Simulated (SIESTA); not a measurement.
Crystal: Al2Au.

```
Au Al
1.0
     0.00000    3.00000    3.00000
     3.00000    0.00000    3.00000
     3.00000    3.00000    0.00000
Au Al
1 2
Direct
  0.00000 0.00000 0.00000
  0.75000 0.75000 0.75000
  0.25000 0.25000 0.25000
```

```yaml
Program: SIESTA 5.4.2
Task: single point
Functional: PBEsol
Potentials_or_basis: PseudoDojo 0.4 standard (PBEsol files)
Basis: DZP (energy shift 0.003 Ry; two zetas on semicore shells)
Grid_cutoff: 800 Ry
Energy_shift: 0.003 Ry
k_mesh: 8 × 8 × 8
Occupations: fermi-dirac, width 0.05 eV
Spin: no spin polarisation
```

On this cell: pressure 0.3 GPa; largest force zero by symmetry; band gap on the k mesh none (metal or under the smearing width).

The same run follows on a disturbed copy (atoms moved at random, drawn with an rms of 0.05 Å):

```
Au Al
1.0
     0.00000    3.00000    3.00000
     3.00000    0.00000    3.00000
     3.00000    3.00000    0.00000
Au Al
1 2
Direct
  0.99065 0.99085 0.01134
  0.73103 0.75675 0.76314
  0.24172 0.25162 0.25995
```

**Question.** What does the disturbed cell give?

**Answer.** The energy (extrapolated to zero smearing) moves by +4.4 meV/atom; pressure 0.5 GPa; largest force 0.433 eV/Å; band gap on the k mesh none (metal or under the smearing width).

Forces in eV/Å, atoms in the order of the input:
```
Au   0.354 -0.110  0.224
Al  -0.261  0.118 -0.043
Al  -0.094 -0.009 -0.180
```

Stress tensor (GPa, compression positive):
```
 0.45 -0.41 -0.40
-0.41  0.52  0.52
-0.40  0.52  0.49
```

Caveats: short orbitals over semicore shells can move pressures by several GPa; the basis of atomic orbitals isn't converged, which shifts pressures, moduli and gaps.
